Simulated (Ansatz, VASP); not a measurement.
# One calculation of AlN, two programs

```
CELL_PARAMETERS angstrom
3.08475 0.00000 0.00000
-1.54238 2.67148 0.00000
0.00000 0.00000 4.93567
ATOMIC_POSITIONS crystal
Al 0.33333 0.66667 0.99997
Al 0.66667 0.33333 0.49997
N 0.33333 0.66667 0.38203
N 0.66667 0.33333 0.88203
```

Alike in both runs: functional r2SCAN; k mesh 9 × 9 × 6; no spin polarisation.

Ansatz relaxed the structure, and its values are those at the end. VASP's run is a single point on that final structure, the one shown.

|  | VASP | Ansatz |
| --- | --- | --- |
| version | VASP 6.6.1 | Ansatz 0.2.0 |
| potentials or method | VASP PAW PBE potentials, release 64 (Al, N) | scalar-relativistic, plane waves, PAW |
| plane-wave cutoff (eV) | 520 | 520 |
| occupations | gaussian, width 0.01 eV | fixed |
| valence electrons in the cell | 16 | 16 |

Ansatz gave:

```
gap on the k mesh at the Fermi level (eV) : 5.08
least direct gap on the mesh (eV)         : 5.08
pressure (GPa)                            : 5.0
```

Problem. Estimate VASP's values.

Solution. gap on the k mesh at the Fermi level (eV): 5.12; least direct gap on the mesh (eV): 5.12; pressure (GPa): 4.6.

Caveats: the PAW data sets were made with another functional, which shifts forces and pressure a little (VASP); an odd mesh through Γ misses points on the zone boundary, where band edges often lie.
